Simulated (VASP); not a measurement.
Write the native input for VASP 6.6.1 that does the following.

```yaml
Task: band structure
Functional: r2SCAN
Potentials_or_basis: VASP PAW PBE potentials, release 64 (Cd, S)
Cutoff: 520 eV
k_mesh: 8 × 8 × 8
Occupations: gaussian, width 0.03 eV
Spin: no spin polarisation
Further_INCAR_settings: ALGO = Normal; EDIFF = 1e-06; NBANDS = 16
```

The structure of CdS lies in POSCAR:

```
CdS                                     
1.0
    0.0000000000      2.9176352628      2.9176352628
    2.9176352628      0.0000000000      2.9176352628
    2.9176352628      2.9176352628      0.0000000000
  Cd              S             
     1     1
Direct
     1.0000000000000000    1.0000000000000000    1.0000000000000000
     0.2500000000000000    0.2500000000000000    0.2500000000000000
```

The input as run:

INCAR

```
  ALGO = Normal
  EDIFF = 1E-6
  ENCUT = 520
  ISIF = 2
  ISMEAR = 0
  LASPH = True
  LCHARG = False
  LMIXTAU = True
  LREAL = False
  LWAVE = False
  METAGGA = R2SCAN
  NBANDS = 16
  NELM = 80
  PREC = Accurate
  SIGMA = 0.03
```

KPOINTS

```
k-points
0
Gamma
  8 8 8
```

KPOINTS_OPT

```
explicit points
109
Reciprocal
 0.0000000000  0.0000000000  0.0000000000 1
 0.0555555556  0.0000000000  0.0555555556 1
 0.1111111111  0.0000000000  0.1111111111 1
 0.1666666667  0.0000000000  0.1666666667 1
 0.2222222222  0.0000000000  0.2222222222 1
 0.2777777778  0.0000000000  0.2777777778 1
 0.3333333333  0.0000000000  0.3333333333 1
 0.3888888889  0.0000000000  0.3888888889 1
 0.4444444444  0.0000000000  0.4444444444 1
 0.5000000000  0.0000000000  0.5000000000 1
 0.5000000000  0.0000000000  0.5000000000 1
 0.5000000000  0.0277777778  0.5277777778 1
 0.5000000000  0.0555555556  0.5555555556 1
 0.5000000000  0.0833333333  0.5833333333 1
 0.5000000000  0.1111111111  0.6111111111 1
 0.5000000000  0.1388888889  0.6388888889 1
 0.5000000000  0.1666666667  0.6666666667 1
 0.5000000000  0.1944444444  0.6944444444 1
 0.5000000000  0.2222222222  0.7222222222 1
 0.5000000000  0.2500000000  0.7500000000 1
 0.5000000000  0.2500000000  0.7500000000 1
 0.4861111111  0.2638888889  0.7500000000 1
 0.4722222222  0.2777777778  0.7500000000 1
 0.4583333333  0.2916666667  0.7500000000 1
 0.4444444444  0.3055555556  0.7500000000 1
 0.4305555556  0.3194444444  0.7500000000 1
 0.4166666667  0.3333333333  0.7500000000 1
 0.4027777778  0.3472222222  0.7500000000 1
 0.3888888889  0.3611111111  0.7500000000 1
 0.3750000000  0.3750000000  0.7500000000 1
 0.3750000000  0.3750000000  0.7500000000 1
 0.3333333333  0.3333333333  0.6666666667 1
 0.2916666667  0.2916666667  0.5833333333 1
 0.2500000000  0.2500000000  0.5000000000 1
 0.2083333333  0.2083333333  0.4166666667 1
 0.1666666667  0.1666666667  0.3333333333 1
 0.1250000000  0.1250000000  0.2500000000 1
 0.0833333333  0.0833333333  0.1666666667 1
 0.0416666667  0.0416666667  0.0833333333 1
 0.0000000000  0.0000000000  0.0000000000 1
 0.0000000000  0.0000000000  0.0000000000 1
 0.0555555556  0.0555555556  0.0555555556 1
 0.1111111111  0.1111111111  0.1111111111 1
 0.1666666667  0.1666666667  0.1666666667 1
 0.2222222222  0.2222222222  0.2222222222 1
 0.2777777778  0.2777777778  0.2777777778 1
 0.3333333333  0.3333333333  0.3333333333 1
 0.3888888889  0.3888888889  0.3888888889 1
 0.4444444444  0.4444444444  0.4444444444 1
 0.5000000000  0.5000000000  0.5000000000 1
 0.5000000000  0.5000000000  0.5000000000 1
 0.5138888889  0.4722222222  0.5138888889 1
 0.5277777778  0.4444444444  0.5277777778 1
 0.5416666667  0.4166666667  0.5416666667 1
 0.5555555556  0.3888888889  0.5555555556 1
 0.5694444444  0.3611111111  0.5694444444 1
 0.5833333333  0.3333333333  0.5833333333 1
 0.5972222222  0.3055555556  0.5972222222 1
 0.6111111111  0.2777777778  0.6111111111 1
 0.6250000000  0.2500000000  0.6250000000 1
 0.6250000000  0.2500000000  0.6250000000 1
 0.6111111111  0.2500000000  0.6388888889 1
 0.5972222222  0.2500000000  0.6527777778 1
 0.5833333333  0.2500000000  0.6666666667 1
 0.5694444444  0.2500000000  0.6805555556 1
 0.5555555556  0.2500000000  0.6944444444 1
 0.5416666667  0.2500000000  0.7083333333 1
 0.5277777778  0.2500000000  0.7222222222 1
 0.5138888889  0.2500000000  0.7361111111 1
 0.5000000000  0.2500000000  0.7500000000 1
 0.5000000000  0.2500000000  0.7500000000 1
 0.5000000000  0.2777777778  0.7222222222 1
 0.5000000000  0.3055555556  0.6944444444 1
 0.5000000000  0.3333333333  0.6666666667 1
 0.5000000000  0.3611111111  0.6388888889 1
 0.5000000000  0.3888888889  0.6111111111 1
 0.5000000000  0.4166666667  0.5833333333 1
 0.5000000000  0.4444444444  0.5555555556 1
 0.5000000000  0.4722222222  0.5277777778 1
 0.5000000000  0.5000000000  0.5000000000 1
 0.5000000000  0.5000000000  0.5000000000 1
 0.4861111111  0.4861111111  0.5277777778 1
 0.4722222222  0.4722222222  0.5555555556 1
 0.4583333333  0.4583333333  0.5833333333 1
 0.4444444444  0.4444444444  0.6111111111 1
 0.4305555556  0.4305555556  0.6388888889 1
 0.4166666667  0.4166666667  0.6666666667 1
 0.4027777778  0.4027777778  0.6944444444 1
 0.3888888889  0.3888888889  0.7222222222 1
 0.3750000000  0.3750000000  0.7500000000 1
 0.6250000000  0.2500000000  0.6250000000 1
 0.6111111111  0.2222222222  0.6111111111 1
 0.5972222222  0.1944444444  0.5972222222 1
 0.5833333333  0.1666666667  0.5833333333 1
 0.5694444444  0.1388888889  0.5694444444 1
 0.5555555556  0.1111111111  0.5555555556 1
 0.5416666667  0.0833333333  0.5416666667 1
 0.5277777778  0.0555555556  0.5277777778 1
 0.5138888889  0.0277777778  0.5138888889 1
 0.5000000000  0.0000000000  0.5000000000 1
 0.0000000000  0.0000000000  0.0000000000 1
 0.3750000000  0.3750000000  0.7500000000 1
 0.5000000000  0.5000000000  0.5000000000 1
 0.6250000000  0.2500000000  0.6250000000 1
 0.5000000000  0.2500000000  0.7500000000 1
 0.5000000000  0.0000000000  0.5000000000 1
 0.4000000000  0.0000000000  0.4000000000 1
 0.4250000000  0.0000000000  0.4250000000 1
 0.4500000000  0.0000000000  0.4500000000 1
```

Potentials or basis: VASP PAW PBE potentials, release 64 (Cd, S).

The run is started by

```sh
$ cat potpaw_PBE.64/Cd/POTCAR potpaw_PBE.64/S/POTCAR > POTCAR
$ mpirun -np 1 vasp_std > vasp.out
```

Results of the run:

- Pressure: 1.7 GPa
- Band gap on the k mesh: 1.59 eV, direct
- Band gap along the path: 1.59 eV, direct

Caveat: the PAW data sets were made with another functional, which shifts forces and pressure a little.

It took 73 s on 1 thread of Intel(R) Xeon(R) 6975P-C (Granite Rapids) (shared host), peak memory 0.19 GiB.
